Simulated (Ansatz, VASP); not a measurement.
## One calculation of ScAl, two programs

The input INCAR:

```
ALGO = Normal ; EDIFF = 1E-8
ENCUT = 520 ; ISIF = 2
ISMEAR = -1 ; LASPH = True
LCHARG = False ; LEFG = True
LREAL = False ; LWAVE = False
NBANDS = 22 ; NELM = 100
PREC = Accurate ; SIGMA = 0.05
```

The input KPOINTS:

```
k-points
0
Gamma
  10 10 11
```

The input POSCAR:

```
ScAl
1.0
    2.1918680411     -5.3193087520      0.0000000000
    2.1918680411      5.3193087520      0.0000000000
    0.0000000000      0.0000000000      3.8209199544
Sc Al
2 2
Direct
    0.8646810000      0.1353190000      0.7500000000
    0.1353190000      0.8646810000      0.2500000000
    0.5845050000      0.4154950000      0.7500000000
    0.4154950000      0.5845050000      0.2500000000
```

Input for Ansatz:

```yaml
crystal:
  lattice:
    - [2.1918680411, -5.319308752, 0.0]
    - [2.1918680411, 5.319308752, 0.0]
    - [0.0, 0.0, 3.8209199544]
  atoms:
    - { symbol: Sc, position: [0.864681, 0.135319, 0.75] }
    - { symbol: Sc, position: [0.135319, 0.864681, 0.25] }
    - { symbol: Al, position: [0.584505, 0.415495, 0.75] }
    - { symbol: Al, position: [0.415495, 0.584505, 0.25] }
kpoints:
  mp_grid: { grid: [10, 10, 11] }
scf:
  occupations: { method: fermi_dirac, width: 0.05 }
hamiltonian:
  xc: lda
  pseudopotentials: { kind: paw }
output:
  forces: true
  stress: true
  eigenvalues: true
  efg: { contact_densities: true }
  write_density: true
  write_potential: true
  elf: true
  volumetric_format: npy
```

Change from the starting cell: functional lda, volume scaled by 1.04, PAW files.

Alike in both runs: task electric field gradients; functional LDA; k mesh 10 × 10 × 11; occupations fermi-dirac, width 0.05 eV; no spin polarisation.

```csv
,VASP,Ansatz
version,VASP 6.6.1,Ansatz 0.2.0
potentials or method,"VASP PAW LDA potentials, release 64 (Sc_sv, Al)","PAW with Ansatz's default frozen-core files, scalar-relativistic"
plane-wave cutoff (eV),520,420
valence electrons in the cell,28,28
```

|  | VASP | Ansatz | Ansatz less VASP |
| --- | --- | --- | --- |
| pressure (GPa) | -6.4 | -6.5 | -0.10 |
| largest component of the traceless stress (GPa) | 0.79 | 0.80 | +0.006 |
| rms of the force components (eV/Å) | 0.039 | 0.041 | +0.0016 |
| Vzz of the field gradient on the site that differs most (V/Å²) | 12.8 | 13.8 | +0.98 |

Atom by atom the forces differ by 0.002 eV/Å (rms over components).
